## What is being measured

The energy over minimum is the energy per atom of a crystal held at a chosen volume, counted from the lowest point of a smooth curve through the whole scan. The pressure is the push of the crystal on its surroundings at that volume; a negative value means that it has to be held apart. Both come from density functional calculations with the r2SCAN functional on bcc titanium. The central volume was found by relaxing the cell, and the other four are 3 and 6 % smaller and larger. These four are single calculations without relaxation. None is needed here, because cubic symmetry fixes the shape and a single atom has no position to adjust. The smooth curve is a third-order Birch–Murnaghan equation fitted to the five energies.

Bcc titanium, one atom per cell, at fixed volumes, calculated with Ansatz 0.2.0 (r2SCAN, plane-wave PAW, scalar-relativistic, no spin polarisation, cutoff 500 eV, 18×18×18 k mesh, Gaussian smearing of 0.1 eV). Energies are extrapolated to zero smearing and counted from the minimum of a third-order Birch–Murnaghan fit.

```tsv
volume per atom (Å³/atom)	energy over minimum (meV/atom)	pressure (GPa)
16.161	23.2	7.66
16.677	5.4	3.57
17.192	0.0	-0.01
17.708	5.5	-3.15
18.224	20.5	-5.88
```

The minimum is a minimum for this one crystal form only. Real bcc titanium is the high-temperature phase, which atomic vibrations help to keep stable. At zero temperature it lies above the hexagonal form, and its lattice is unstable against certain displacements of the atoms. A cell with one atom and fixed cubic symmetry has no way to show this, so the energies are not energies above stable titanium.

## The metal softens as it expands

The volumes are evenly spaced, yet the pressure does not fall in even steps. From the smallest volume to the largest, the successive drops are 4.09, 3.58, 3.14 and 2.73 GPa. Each further stretch meets less resistance than the one before.

The bulk modulus puts this in a form that an engineer can use. It is the pressure change divided by the fractional volume change,

$$K=-V\,\frac{\Delta P}{\Delta V},$$

where $V$ is the volume per atom midway between two rows and $P$ the pressure. It falls from 130 GPa between the two most compressed rows to 95 GPa between the two most expanded. Near the centre of the scan, a change of one per cent in volume therefore takes about one gigapascal, and the price is higher on the compressed side.

## Why squeezing is harder than stretching

Two tendencies balance at the minimum. Titanium has partly filled d states, and the overlap of these states on neighbouring atoms binds the metal. Against this works a repulsion. It is expected to come mainly from the kinetic energy of the outer electrons, which are confined to less space and kept out of the filled inner shells. Both tendencies grow when the atoms approach, but the repulsive one grows faster.

The steeper tendency controls the stiffness. On compression it becomes dominant, and the energy curve bends upwards more sharply. On expansion it fades first, and the curve flattens. This account is argued and not computed here: the table gives only the total energy and does not separate the two parts. It is also not the whole source of the lopsidedness. Volume goes as the cube of the bond length, so removing a given volume shortens the bonds by more than adding the same volume lengthens them. In volume the lopsidedness is proportional to $1+B'$, where $B'$ is the rate at which the bulk modulus rises with pressure, and a well perfectly symmetric in bond length already has $B'=1$. The fit gives $B'$ of about 3.6, so a share of about $2/(1+B')$, a little under half, is expected from this geometry alone, and only the rest from the steeper repulsion.

The bond of a diatomic molecule behaves in the same way. Its energy rises steeply when the atoms are pushed together and more gently when they are pulled apart. The likeness holds for the part of the lopsidedness that remains when the energy is plotted against bond length. It doesn't extend to the strength of the binding, because each titanium atom shares its electrons with many neighbours at once.

## The outer rows agree, the inner rows do not

A well of this shape should make compression cost more than an equal expansion. At 6 % it does: 23.2 meV per atom against 20.5. At 3 % the order is reversed, with 5.4 meV for compression and 5.5 for expansion.

A difference in the last printed digit would normally deserve no explanation. The unrounded energies of the same calculations, however, put it at 0.18 meV per atom. The reversal is therefore small but resolved, and the pressures show where to look for its origin.

## Recovering the energy from the pressure

Work done against pressure is stored as energy. The energy of compression must therefore equal the area under the pressure curve, and no adjustable constant is needed to find it. For three evenly spaced points, Simpson's rule gives this area as

$$W=\frac{h}{3}\left(P_1+4P_2+P_3\right).$$

Here $h$ is the spacing of the volumes, a quarter of the whole range: $(18.224-16.161)/4=0.516$ Å³ per atom.

For compression by 6 %, the bracket is $7.66+4\times3.57-0.01=21.93$ GPa. Multiplied by $h/3$, this gives 3.77 GPa Å³. One eV/Å³ equals 160.2 GPa, so the stored energy is $3.77/160.2=0.0235$ eV, or 23.5 meV per atom. The same sum on the other side gives 19.8 meV for expansion.

These values come close to the table, but they miss it in opposite directions. The pressures give between 0.3 and 0.4 meV too much for compression and 0.7 meV too little for expansion. A plain error of scale would have pushed both the same way. A constant error in the pressures could act in opposite directions, but so could two columns that belong to slightly different energies. The outputs of the calculations decide for the second.

## Two energies in one calculation

In a metal, some electron states lie exactly at the Fermi level, the border between filled and empty states. To make the calculation converge, this sharp border is smeared over a narrow range of energy. The smearing is a numerical device and not a real temperature, but it brings in a term $TS$ that looks like temperature times entropy. The calculation then minimises a free energy $F$, and the pressure is the slope of $F$ with its sign reversed.

The energy column contains something else. It holds an estimate $E$ of the energy without smearing, obtained by adding back half of the extra term:

$$E=F+\tfrac{1}{2}TS.$$

The free energies of the same calculations confirm the assignment. They rise by 23.51 meV for compression by 6 % and by 19.82 meV for expansion, which the areas under the pressure curve match to about 0.02 meV. This agreement shows that the calculation is consistent with itself; it is no test of the functional.

If $TS$ were the same at every volume, the distinction would not matter. In fact $TS$ rises from row to row, by 23 % across the scan. Adding half of it makes large volumes a little more expensive and small volumes a little cheaper.

## A scan that is slightly off centre

The relaxation looked for the volume at which the pressure vanishes, which is the minimum of $F$. Because $TS$ grows with volume, $E$ is still rising there, and its own minimum lies at a smaller volume. The fitted curve places it 0.016 Å³ per atom below the central row. Most of this shift comes from the smearing term, and a small part from the slight negative pressure that the relaxation left in the central row. Measured from the true bottom of the tabulated energy, the compressed rows are therefore a little too near and the expanded rows a little too far.

That shift is only a thousandth of the volume, but it is 3 % of the distance from the central row to its neighbours. Near the bottom of a well the energy grows as the square of the distance. The shift therefore lowers the cost of compression by about 6 % and raises that of expansion by as much. On costs of about 5 meV, this is enough to compete with the natural lopsidedness of the well.

## Why the order changes between 3 and 6 %

The competition can be written in one line. Let $d$ be the distance in volume from the central row. The energy near that row is

$$E(d)\approx E(0)+a\,d+b\,d^2-c\,d^3.$$

The term with $a$ is the remaining slope, $b$ gives the ordinary stiffness, and $c$ expresses the stiffening on compression. The cost of compression less the cost of an equal expansion is then

$$E(-d)-E(d)\approx-2a\,d+2c\,d^3.$$

The ordinary stiffness has dropped out. What remains is a contest between a slope that grows in proportion to the strain and a stiffening that grows as its cube. With both $a$ and $c$ positive, the slope must win at small strain and the stiffening at large strain.

The calculated energies can be split in just this way. At 3 %, the free energy makes compression dearer by 0.4 meV, while the smearing part makes it cheaper by 0.6 meV, so the order is reversed. At 6 %, the corresponding amounts are 3.7 and 1.1 meV, and the normal order returns.

The growth of each part also fits its role. When the strain doubles, the smearing part grows by a factor of 1.9, where a straight line would give 2. The free energy part grows by 9.2, where a pure cube would give 8. The excess has a plain source: the central row still has a pressure of −0.01 GPa, so the free energy too has a slight slope there, which takes a larger share of the small difference at 3 % than of the large one at 6 %.

## Why the smearing term grows with volume

The size of $TS$ reflects how many electron states lie close to the Fermi level. When the atoms move apart, their d orbitals overlap less and the d bands become narrower. The same number of states is then packed into a smaller range of energy, and as a rule more of them lie near the Fermi level. This argument gives the direction of the change that the calculation finds.

It doesn't give the whole pattern. Over equal steps in volume $TS$ rises by 0.2, 0.5, 0.7 and 0.8 meV, whereas a uniform narrowing of the bands would give nearly even steps. A likely reason is that the bands also change shape, or that a peak in the density of states moves towards the Fermi level. The finite k mesh may also contribute, since only one mesh was used. For Gaussian smearing $TS$ is expected to be proportional to the smeared density of states at the Fermi level itself; telling the causes apart would need its shape around that level and a denser mesh, and neither is available here.

## A rule for reading such scans

Judge the lopsidedness of an energy curve from its fitted minimum and not from the central row, and rely on the wide strains more than on the narrow ones. Before comparing energies with pressures, make sure that both belong to the same energy. In this scan the pressures match the free energy on both sides, while the energies extrapolated to zero smearing, counted like it from the central row, differ from it by up to 0.7 meV per atom. This largest gap belongs to expansion by 6 % and is a small part of the cost there. At 3 % the gaps are only 0.2 and 0.3 meV, but they have opposite signs and together reverse the order.
